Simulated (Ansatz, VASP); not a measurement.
Mg3Te in VASP and in Ansatz

```
Te Mg
1.0
    -2.13936    2.13936    5.28249
     2.13936   -2.13936    5.28249
     2.13936    2.13936   -5.28249
Te Mg
1 3
Direct
  0.00000 0.00000 0.00000
  0.25000 0.75000 0.50000
  0.75000 0.25000 0.50000
  0.50000 0.50000 0.00000
```

The cell comes from a database or a generator and needn't be the stable form of this composition.

Alike in both runs: task single point; functional PBE; k mesh 9 × 9 × 9; occupations fermi-dirac, width 0.05 eV; no spin polarisation.

|  | VASP | Ansatz |
| --- | --- | --- |
| version | VASP 6.6.1 | Ansatz 0.2.0 |
| potentials or method | VASP PAW PBE potentials, release 64 (Te, Mg) | Ansatz PAW |
| plane-wave cutoff (eV) | 520 | 420 |
| valence electrons in the cell | 12 | 46 |

Ansatz gave:

```
gap on the k mesh at the Fermi level (eV)       : none
pressure (GPa)                                  : 0.1
largest component of the traceless stress (GPa) : 0.11
```

Problem. Which values does VASP return?

Solution. gap on the k mesh at the Fermi level (eV): none; pressure (GPa): 0.1; largest component of the traceless stress (GPa): 0.13.

A gap of «none» marks a metal or a gap that the smearing closes. The two sets of potentials don't hold the same shells in valence.

Spin-orbit coupling is left out, which matters for the levels of Te.
